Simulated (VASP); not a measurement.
# MnO2 (Pmmn) in VASP: notebook

Runs on MnO2. Level: PBEsol. Tasks: single point.

All numbers are computed with VASP 6.6.1; they aren't measurements. Logs are shortened: lines on timing, memory, paths and dates and some standing lists are left out, and cuts for length are marked.

## Step 1: The structure

The structure is orthorhombic, space group Pmmn (No. 59). The conventional cell has a = 2.904 Å, b = 3.845 Å, c = 6.164 Å, α = 90.00°, β = 90.00°, γ = 90.00°. Around Mn (site symmetry mm2) lie 6 O at 1.83 to 2.05 Å. O (site symmetry mm2) is surrounded by 2 Mn at 1.83 Å. O (site symmetry mm2) is surrounded by 4 Mn at 1.98 to 2.05 Å.

Measurements of this composition are mostly on another form, of space group No. 136.

## Step 2: Single point, PBEsol, collinear spin, ferromagnetic start

Input file INCAR:

```
ALGO     = Fast           # electronic algorithm
EDIFF    = 1E-6           # SCF threshold, eV
ENCUT    = 550            # plane-wave cutoff, eV
GGA      = PS             # functional
ISIF     = 2              # what is computed and relaxed
ISMEAR   = 0              # smearing method
ISPIN    = 2              # spin polarisation
LASPH    = True           # aspherical terms in the spheres
LCHARG   = False          # write CHGCAR
LMAXMIX  = 4              # l up to which the mixer works
LORBIT   = 11             # projections on sites
LREAL    = False          # projectors in reciprocal space
LWAVE    = False          # write WAVECAR
MAGMOM   = 4 4 0 0 0 0    # initial moments
NELM     = 150            # most SCF steps
PREC     = Accurate       # precision mode
SIGMA    = 0.1            # smearing width, eV
```

Input file KPOINTS:

```
k-points
0
Gamma
  9 7 5
```

Input file POSCAR:

```
MnO2
2.9042
    0.999985538186      0.000000000000      0.000000000000
    0.000000000000      1.323879209421      0.000000000000
    0.000000000000      0.000000000000      2.122534260726
Mn O
2 4
Direct
    0.5000000000      0.5000000000      0.3433015000
    0.0000000000      0.0000000000      0.6566985000
    0.5000000000      0.0000000000      0.8375675000
    0.0000000000      0.5000000000      0.1624325000
    0.5000000000      0.0000000000      0.4217995000
    0.0000000000      0.5000000000      0.5782005000
```

Potentials or basis: VASP PAW PBE potentials, release 64 (Mn_GW, O_GW).

Command:

```console
> cat potpaw_PBE.64/Mn_GW/POTCAR potpaw_PBE.64/O_GW/POTCAR > POTCAR
> mpirun -np 1 vasp_std > vasp.out
```

OUTCAR:

```text
EDIFF = 1E-6
   ENCUT = 550
   GGA = PS
   ISIF = 2
   ISMEAR = 0
   ISPIN = 2
   LASPH = True
   LORBIT = 11
   LREAL = False
   NELM = 150
   PREC = Accurate

 ion  position               nearest neighbor table
   1  0.500  0.500  0.343-   4 1.83   4 1.83   5 1.98   5 1.98   6 2.05   6 2.05   2 3.09   2 3.09
                             2 3.09   2 3.09
   2  0.000  0.000  0.657-   3 1.83   3 1.83   6 1.98   6 1.98   5 2.05   5 2.05   1 3.09   1 3.09
                             1 3.09   1 3.09
   3  0.500  0.000  0.838-   2 1.83   2 1.83
   4  0.000  0.500  0.162-   1 1.83   1 1.83
   5  0.500  0.000  0.422-   1 1.98   1 1.98   2 2.05   2 2.05
   6  0.000  0.500  0.578-   2 1.98   2 1.98   1 2.05   1 2.05

  LATTYP: Found a simple orthorhombic cell.
 ALAT       =     2.9041580000
 B/A-ratio  =     1.3238983554
 C/A-ratio  =     2.1225649569

  Lattice vectors:

 A1 = (   2.9041580000,   0.0000000000,   0.0000000000)
 A2 = (   0.0000000000,   3.8448100000,   0.0000000000)
 A3 = (   0.0000000000,   0.0000000000,   6.1642640000)

Analysis of symmetry for initial positions (statically):
=====================================================================
 Subroutine PRICEL returns:
 Original cell was already a primitive cell.

 Routine SETGRP: Setting up the symmetry group for a
 simple orthorhombic supercell.

 Subroutine GETGRP returns: Found  8 space group operations
 (whereof  4 operations were pure point group operations)
 out of a pool of  8 trial point group operations.

The static configuration has the point symmetry C_2v.
 The point group associated with its full space group is D_2h.

Analysis of symmetry for dynamics (positions and initial velocities):
=====================================================================
 Subroutine PRICEL returns:
 Original cell was already a primitive cell.

 Routine SETGRP: Setting up the symmetry group for a
 simple orthorhombic supercell.

 Subroutine GETGRP returns: Found  8 space group operations
 (whereof  4 operations were pure point group operations)
 out of a pool of  8 trial point group operations.

The dynamic configuration has the point symmetry C_2v.
 The point group associated with its full space group is D_2h.

Analysis of structural, dynamic, and magnetic symmetry:
=====================================================================
 Subroutine PRICEL returns:
 Original cell was already a primitive cell.

 Routine SETGRP: Setting up the symmetry group for a
 simple orthorhombic supercell.

 Subroutine GETGRP returns: Found  8 space group operations
 (whereof  4 operations were pure point group operations)
 out of a pool of  8 trial point group operations.

The overall configuration has the point symmetry C_2v.
 The point group associated with its full space group is D_2h.

 Subroutine INISYM returns: Found  8 space group operations
 (whereof  4 operations are pure point group operations),
 and found     1 'primitive' translations

----------------------------------------------------------------------------------------

                                     Primitive cell

  volume of cell :      68.8298

  direct lattice vectors                    reciprocal lattice vectors
     2.904158000  0.000000000  0.000000000     0.344333883  0.000000000  0.000000000
     0.000000000  3.844810000  0.000000000     0.000000000  0.260090876  0.000000000
     0.000000000  0.000000000  6.164264000     0.000000000  0.000000000  0.162225369

  length of vectors
     2.904158000  3.844810000  6.164264000     0.344333883  0.260090876  0.162225369

  position of ions in fractional coordinates (direct lattice)
     0.500000000  0.500000000  0.343301500
     0.000000000  0.000000000  0.656698500
     0.500000000  0.000000000  0.837567500
     0.000000000  0.500000000  0.162432500
     0.500000000  0.000000000  0.421799500
     0.000000000  0.500000000  0.578200500

  ion indices of the primitive-cell ions
   primitive index   ion index
                 1           1
                 2           2
                 3           3
                 4           4
                 5           5
                 6           6

----------------------------------------------------------------------------------------

 KPOINTS: k-points

Automatic generation of k-mesh.
 Grid dimensions read from file:
 generate k-points for:    9    7    5

 Generating k-lattice:

  Cartesian coordinates                     Fractional coordinates (reciprocal lattice)
     0.038259320  0.000000000  0.000000000     0.111111111  0.000000000  0.000000000
     0.000000000  0.037155839  0.000000000     0.000000000  0.142857143  0.000000000
     0.000000000  0.000000000  0.032445074     0.000000000  0.000000000  0.200000000

  Length of vectors
     0.038259320  0.037155839  0.032445074

  Shift w.r.t. Gamma in fractional coordinates (k-lattice)
     0.000000000  0.000000000  0.000000000

 Subroutine IBZKPT returns following result:
 ===========================================

 Found     60 irreducible k-points:

 Following reciprocal coordinates:
            Coordinates               Weight
  0.000000  0.000000  0.000000      1.000000
  0.111111  0.000000  0.000000      2.000000
  0.222222  0.000000  0.000000      2.000000
  0.333333  0.000000  0.000000      2.000000
  0.444444  0.000000  0.000000      2.000000
  0.000000  0.142857  0.000000      2.000000
[... 16 lines left out ...]
  0.222222  0.000000  0.200000      4.000000
  0.333333  0.000000  0.200000      4.000000
 [... further k-points ...]
   k-points           NKPTS =     60   k-points in BZ     NKDIM =     60   number of bands    NBANDS=     27
   number of dos      NEDOS =    301   number of ions     NIONS =      6
   total plane-waves  NPLWV =  34560
[... 11 lines left out ...]
   LSORBIT =      F    spin-orbit coupling
   LASPH  =      T    aspherical Exc in radial PAW
   ENCUT  =  550.0 eV  40.42 Ry    6.36 a.u.   5.55  7.35 11.79*2*pi/ulx,y,z
   NELM   =    150;   NELMIN=  2; NELMDL= -5     # of ELM steps
   EDIFF  = 0.1E-05   stopping-criterion for ELM
   LREAL  =      F    real-space projection
[... 7 lines left out ...]
   TEBEG  =    0.0;   TEEND  =   0.0 temperature during run
   PSTRESS=    0.0 pullay stress
   NELECT =      38.0000    total number of electrons
   NUPDOWN=      -1.0000    fix difference up-down
   EMIN   =  10.00;   EMAX   =-10.00  energy-range for DOS
   EFERMI =   0.00;   METHOD = LEGACY
   ISMEAR =     0;   SIGMA  =   0.10  broadening in eV -4-tet -1-fermi 0-gaus
   EFERMI_NEDOS =   21; number of points for ismear=-14 and -15
   IALGO  =     68    algorithm
   IMIX   =      4    mixing-type and parameters
     AMIX     =   0.40;   BMIX     =  1.00
     AMIX_MAG =   1.60;   BMIX_MAG =  1.00
  volume/ion in A,a.u.               =      11.47        77.41
  Fermi-wavevector in a.u.,A,eV,Ry     =   1.343004  2.537909 24.540274  1.803659
  Thomas-Fermi vector in A             =   2.471113
   LORBIT       =     11    0 simple, 1 ext, 2 COOP (PROOUT), +10 PAW based schemes
   GGA     = PS    functional components
   LHFCALC =     F    Hartree Fock is set to
   AEXX    =    0.0000 exact exchange contribution
   IVDW    =     0    specifies the selected vdW correction
   LEPSILON=     F    determine dielectric tensor
   LRPA    =     F    only Hartree local field effects (RPA)
 spin polarized calculation
 RMM-DIIS sequential band-by-band and
 Gauss-broadening in eV      SIGMA  =   0.10
  energy-cutoff  :      550.00
  volume of cell :       68.83
 maximum number of plane-waves:      2046
 NGX is ok and might be reduce to    24
   NGX = 11   NGY = 15   NGZ = 23

 number of electron      37.9999990 magnetization       5.9999132

 Free energy of the ion-electron system (eV)
  ---------------------------------------------------
  ext. energy  EPLUGINS =         0.00000000
  ---------------------------------------------------
  free energy    TOTEN  =       -49.43783929 eV

  energy without entropy =      -49.43409552  energy(sigma->0) =      -49.43596740

 E-fermi :   1.8162     XC(G=0): -10.7087

 val. band max:        1.8052357340   @ k =   0.4444   0.0000   0.0000
 cond. band min:       1.8444019887   @ k =   0.2222   0.0000   0.2000
 fundamental gap:      0.0391662547
 Fermi energy:         1.8162256070

 spin component 1

 k-point     1 :       0.0000    0.0000    0.0000
  band No.  band energies     occupation
      1     -17.9534      1.00000
      2     -16.1984      1.00000
      3     -15.7530      1.00000
      4     -15.7183      1.00000
      5      -5.1784      1.00000
      6      -4.3553      1.00000
[... 19 lines left out ...]
     26       4.3050      0.00000
     27       7.9339      0.00000
[... 667 lines left out ...]
      5      -4.5571      1.00000
      6      -4.4908      1.00000
[... 19 lines left out ...]
     26       3.5257      0.00000
     27      10.8694      0.00000

 [... further k-points ...]

 spin component 2

 k-point     1 :       0.0000    0.0000    0.0000
  band No.  band energies     occupation
      1     -17.8577      1.00000
      2     -16.1381      1.00000
      3     -15.5222      1.00000
      4     -15.4989      1.00000
      5      -4.6804      1.00000
      6      -3.6671      1.00000
[... 19 lines left out ...]
     26       5.6094      0.00000
     27       8.3110      0.00000
[... 667 lines left out ...]
      5      -4.0324      1.00000
      6      -3.8820      1.00000
[... 19 lines left out ...]
     26       5.0320      0.00000
     27      11.1220      0.00000

 [... further k-points ...]
[... 5 lines left out ...]
  --------------------------------------------------------------------------------------
  -------------------------------------------------------------------------------------
  Total       -8.0675704     -4.9294309     -4.6268484      0.0000000      0.0000000      0.0000000
  in kB     -187.7919589   -114.7442703   -107.7009409      0.0000000      0.0000000      0.0000000
  external PRESSURE =    -136.7457234 kB  Pullay stress =       0.0000000 kB

 VOLUME and BASIS-vectors are now :
 -----------------------------------------------------------------------------
  energy-cutoff  :      550.00
  volume of cell :       68.83
      direct lattice vectors                 reciprocal lattice vectors
     2.904158000  0.000000000  0.000000000     0.344333883  0.000000000  0.000000000
     0.000000000  3.844810000  0.000000000     0.000000000  0.260090876  0.000000000
     0.000000000  0.000000000  6.164264000     0.000000000  0.000000000  0.162225369

 POSITION                                       TOTAL-FORCE (eV/Angst)
 -----------------------------------------------------------------------------------
      1.45208      1.92241      2.11620         0.000000      0.000000     -0.225408
      0.00000      0.00000      4.04806         0.000000      0.000000      0.225408
      1.45208      0.00000      5.16299         0.000000      0.000000     -1.120613
      0.00000      1.92241      1.00128         0.000000      0.000000      1.120613
      1.45208      0.00000      2.60008         0.000000      0.000000      0.263683
      0.00000      1.92241      3.56418         0.000000      0.000000     -0.263683
 -----------------------------------------------------------------------------------
    total drift:                                0.000000      0.000000      0.000000

  FREE ENERGIE OF THE ION-ELECTRON SYSTEM (eV)
  ---------------------------------------------------
  free  energy   TOTEN  =       -49.4378392883 eV

  energy  without entropy=      -49.4340955172  energy(sigma->0) =      -49.43596740

 total charge

# of ion       s       p       d       f       tot
--------------------------------------------------
    1        0.408   0.654   5.037   0.080   6.179
    2        0.408   0.654   5.037   0.080   6.179
    3        1.565   3.276   0.000   0.000   4.841
    4        1.565   3.276   0.000   0.000   4.841
    5        1.539   3.359   0.000   0.000   4.899
    6        1.539   3.359   0.000   0.000   4.899
--------------------------------------------------
tot          7.026  14.579  10.073   0.161  31.838

 magnetization (x)

# of ion       s       p       d       f       tot
--------------------------------------------------
    1        0.027   0.027   2.715   0.003   2.772
    2        0.027   0.027   2.715   0.003   2.772
    3        0.004   0.107   0.000   0.000   0.111
    4        0.004   0.107   0.000   0.000   0.111
    5        0.008  -0.020   0.000   0.000  -0.011
    6        0.008  -0.020   0.000   0.000  -0.011
--------------------------------------------------
tot          0.080   0.228   5.430   0.006   5.744
```

Wall time 1.8 min (1 thread of Intel Xeon 6975P-C (Granite Rapids), shared host); peak memory 0.34 GiB.

What came out:

- Free energy: -49.4378 eV
- Pressure: -13.7 GPa
- Largest force: 1.121 eV/Å
- Band gap on the k mesh: none (metal or under the smearing width)
- Net moment: 6.00 μB per cell
- Site moments: Mn +2.77; O +0.11, -0.01 μB
- Valence electrons inside the program's atomic spheres: Mn 6.18; O 4.84, 4.90

Forces in eV/Å, atoms in the order of the input:
```
Mn   0.000  0.000 -0.225
Mn   0.000  0.000  0.225
O    0.000  0.000 -1.121
O    0.000  0.000  1.121
O    0.000  0.000  0.264
O    0.000  0.000 -0.264
```

Caveat: the PAW data sets were made with another functional, which shifts forces and pressure a little; semilocal functionals often make such compounds metallic where correlation or magnetic order opens a gap, which also shifts bond lengths; only a ferromagnetic start was run, and an antiferromagnetic order may lie lower in energy.

(Part 1 of 2 ends here.)
